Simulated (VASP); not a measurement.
# GaAs: restarted molecular dynamics, 2 variants

GaAs, F-43m (no. 216), 8 atoms in the cell. PBE, molecular dynamics; PAW potentials As, Ga (PBE set).

| Restart from | Temperature at the end (K) | The same without a restart (K) | Potential energy at the end (eV/atom) | The same without a restart (eV/atom) | Electronic steps in the first step after the restart | Time (s) |
|---|---|---|---|---|---|---|
| CONTCAR with velocities, WAVECAR read | 1998.0 | 1998.0 | -3.61601 | -3.61601 | 4 | 218 |
| CONTCAR with velocities, no WAVECAR | 1998.0 | 1998.0 | -3.61601 | -3.61601 | 14 | 238 |

Limits: 180 fs of 8 atoms are too short for converged averages.

## Input of the first row

INCAR.step1:
```
SYSTEM = GaAs
GGA      = PE             ! functional
PREC     = Normal         ! precision mode
ENCUT    = 210            ! plane-wave cutoff, eV
EDIFF    = 1E-6           ! SCF threshold, eV
NELMIN   = 4            
NELM     = 60             ! most SCF steps
ALGO     = Normal         ! electronic algorithm
LREAL    = Auto         
LASPH    = .True.         ! aspherical terms in the spheres
ISMEAR   = 0              ! smearing method
SIGMA    = 0.05           ! smearing width, eV
ISYM     = 0            
LWAVE    = .True.         ! write WAVECAR
LCHARG   = .False.        ! write CHGCAR
IBRION   = 0              ! ionic algorithm
NSW      = 30             ! ionic steps
POTIM    = 3.0            ! step
TEBEG    = 1600         
ISIF     = 2              ! what is computed and relaxed
RANDOM_SEED= 983548 0 0   
MDALGO   = 2            
SMASS    = 0            
KPAR     = 2             
```

INCAR.step2, as INCAR.step1 but for:
```
- LWAVE = .True.
+ LWAVE = .False.
```

KPOINTS:
```
k-points
0
Monkhorst-Pack
  2 2 2
```

POSCAR.step1:
```
GaAs
1.0
    5.6537000000      0.0000000000      0.0000000000
    0.0000000000      5.6537000000      0.0000000000
    0.0000000000      0.0000000000      5.6537000000
As Ga
4 4
Direct
    0.2500000000      0.2500000000      0.2500000000
    0.2500000000      0.7500000000      0.7500000000
    0.7500000000      0.2500000000      0.7500000000
    0.7500000000      0.7500000000      0.2500000000
    0.0000000000      0.0000000000      0.0000000000
    0.0000000000      0.5000000000      0.5000000000
    0.5000000000      0.0000000000      0.5000000000
    0.5000000000      0.5000000000      0.0000000000
```

Commands (each step's output is kept before the next begins):
```
cat potpaw_PBE.64/As/POTCAR potpaw_PBE.64/Ga/POTCAR > POTCAR
cp INCAR.step1 INCAR
cp POSCAR.step1 POSCAR
mpirun -np 2 vasp_std > vasp.out
cp CONTCAR POSCAR
cp INCAR.step2 INCAR
mpirun -np 2 vasp_std > vasp.out
```

Changes of the last row against the first:
```
(step 1)
- LWAVE = True
+ LWAVE = False
```

VASP 6.6.1 took 218 s on 2 cores (Intel Xeon Platinum 8259CL @ 2.50GHz (Skylake/Cascade Lake)), a shared host.
